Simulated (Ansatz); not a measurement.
Al2O3:

```xyz
5
Lattice="3.0175 0.0000 0.0000 -1.5087 2.6132 0.0000 0.0000 0.0000 7.5746" Properties=species:S:1:pos:R:3 pbc="T T T"
Al    0.0000    0.0000    5.4693
Al    0.0000    0.0000    2.1054
O     0.0000    0.0000    3.7873
O     1.5087    0.8711    6.0638
O     0.0000    1.7421    1.5108
```

Measurements of this composition are mostly on another form, of space group No. 167.

Base run:

| Quantity | Value |
| --- | --- |
| Program | Ansatz 0.2.0 |
| Functional | revPBE |
| Potentials or basis | Ansatz PAW |
| Cutoff | 420 eV (not typed: the program's choice for these potentials) |
| k mesh | 7 × 7 × 3 |
| Occupations | fermi-dirac, width 0.05 eV |
| Spin | no spin polarisation |

Its results: band gap on the k mesh 2.40 eV, direct; pressure 2.2 GPa; largest force 0.112 eV/Å.

Question: After a change of settings the same cell gave: band gap on the k mesh 2.96 eV, direct; pressure -5.5 GPa; largest force 0.390 eV/Å. Which change was it?
A. functional from revPBE to PBEsol
B. functional from revPBE to BLYP
C. functional from revPBE to r2SCAN; cutoff from 420 eV (not typed: the program's choice for these potentials) to 500 eV (not typed: the program's choice for these potentials)
D. functional from revPBE to RPBE

Answer: C.

r2SCAN gives the wider gap, since meta-GGAs in the generalised Kohn-Sham scheme recover part of the derivative discontinuity.

Caveats: the PAW data sets come from PBE, with cores solved anew for the run's functional, which leaves a small shift of forces and pressure.

Runs at the PBE level aren't shown here.
